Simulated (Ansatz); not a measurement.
**TiC: an elastic constant from a strain scan**

The calculation used DFT PBEsol, scalar-relativistic, plane waves, PAW (Ansatz). Settings: plane waves to 420 eV, k-mesh 24×24×24 (Γ-centred), Gaussian smearing 0.15 eV. No spin polarisation. Energies are free energies at this smearing, counted from the undisturbed cell; pressure is positive in compression.

The undisturbed cell (relaxed at this level):

```
Ti C
1.0
     0.00000    2.14669    2.14669
     2.14669    0.00000    2.14669
     2.14669    2.14669    0.00000
Ti C
1 1
Direct
  0.00000 0.00000 0.00000
  0.50000 0.50000 0.50000
```

The cell is strained by ε times the Voigt pattern (1, -1, 0, 0, 0, 0) (xx, yy, zz, yz, xz, xy; engineering shear) with fractional coordinates fixed. The cell holds 2 atoms in V0 = 19.78 Å³. The stress column is τ = (1/V0) dE/dε, got from the stress tensor σ (compression positive) at each point as −det(1 + εP) σ : P(1 + εP)⁻¹, with P the pattern as a tensor.

```csv
ε,ΔE (meV/atom),τ (GPa)
-0.1312,556.531,-159.997
-0.1125,391.028,-127.408
-0.0937,260.123,-98.801
-0.0750,160.664,-74.061
-0.0562,87.533,-52.441
-0.0375,38.124,-33.514
-0.0187,9.352,-16.278
0.0000,0.000,0.000
0.0187,9.352,16.278
0.0375,38.124,33.514
0.0562,87.533,52.441
0.0750,160.664,74.061
0.0937,260.123,98.801
0.1125,391.028,127.408
0.1312,556.531,159.997
0.1500,?,?
```

Problem. Which combination of elastic constants does this scan measure, and how large is it?

Solution. For small ε, τ = τ0 + Kε with K = pᵀCp, which for this pattern is 2(C11 − C12) in the cubic axes. The parabola through τ at ε = -0.0187, 0 and 0.0187 has slope K = 871 GPa at zero. The energies per cell, E = NΔE, of the same two points give K = 2[E(ε₊)/ε₊ − E(ε₋)/ε₋]/[(ε₊ − ε₋)V0] = 866 GPa, in agreement.

Problem. Predict the withheld row at ε = 0.1500 from the harmonic law, and compare.

Solution. ΔE = V0(τ0 ε + Kε²/2)/N = 604.669 meV/atom and τ = 130.58 GPa. The calculation gives 763.401 meV/atom and 197.14 GPa: the energy lies 26 % above the harmonic value.

In a metal these slopes depend on the k mesh and the smearing.